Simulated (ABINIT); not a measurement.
BaHfO3 (P4mm): refractive index against wavelength

The refractive index of BaHfO3 (P4mm) along x below the direct gap (3.84 eV on the mesh) is read from one computed spectrum, n = √(Re ε). x, y and z are the Cartesian axes of the input cell.

The structure is tetragonal, space group P4mm (No. 99). The conventional cell has a = 4.170 Å, b = 4.170 Å, c = 4.170 Å, α = 90.00°, β = 90.00°, γ = 90.00°. Hf on site a has 6 O at 2.08 to 2.09 Å as nearest neighbours. Around Ba on site b lie 12 O at 2.94 to 2.96 Å. O on site a has 2 Hf at 2.08 to 2.09 Å as nearest neighbours. Around O on site c lie 2 Hf at 2.08 Å.

Method: ABINIT 10.8.3, PBE, independent particles, k-mesh 8×8×8, Lorentzian half width 0.05 eV.

Launch of the response step: `optic optic.abi`. The run took 3.9 min, its band step included, on 4 threads of Intel(R) Xeon(R) 6975P-C (Granite Rapids), on a shared host.

| wavelength (nm) | photon energy E (eV) | n |
| --- | --- | --- |
| 1310 | 0.946 | 2.1662 |
| 1064 | 1.165 | 2.1728 |
| 850 | 1.459 | 2.1841 |
| 700 | 1.771 | 2.1996 |
| 633 | 1.959 | 2.2108 |
| 532 | 2.331 | 2.2379 |
| 450 | 2.755 | ? |

In the single-oscillator model n² − 1 = E₀E_d/(E₀² − E²), so 1/(n² − 1) = E₀/E_d − E²/(E₀E_d) is linear in E².

Working, on the rows shown:

| x = E² (eV²) | y = 1/(n² − 1) |
| --- | --- |
| 0.895757 | 0.270825 |
| 1.35784 | 0.268741 |
| 2.12762 | 0.265231 |
| 3.13716 | 0.260536 |
| 3.83641 | 0.257226 |
| 5.43137 | 0.249489 |

Means: x̄ = 2.7977, ȳ = 0.26201. Σ(x − x̄)(y − ȳ) = -0.06706, Σ(x − x̄)² = 14.27. Slope = -0.06706 / 14.27 = -0.0047; intercept = ȳ − slope · x̄ = 0.27516. Turned back into n, the line misses the rows shown by at most 0.00051.

Problem. Fill in the last column of the withheld row.

Solution. At x = 7.5912 the line gives y = 0.23948, that is 2.2750. The run gave 2.2789, so the extrapolation is off by 0.0039, 3 % of the range in the table.

Refitted with all rows, the slope is -0.004822 and the intercept 0.27544. These give E₀ = √(intercept/−slope) = 7.56 eV and E_d = E₀/intercept = 27.4 eV; E₀ is 2.0 times the direct gap. The electronic limit at long wavelengths, without lattice vibrations, is n = √(1 + 1/intercept) = 2.152. Excitons are left out and so are local fields; PBE gaps are as a rule too small. The values come from a sum over the points of one k-mesh and carry its error, which grows as the direct gap shrinks. Spin-orbit coupling is left out.
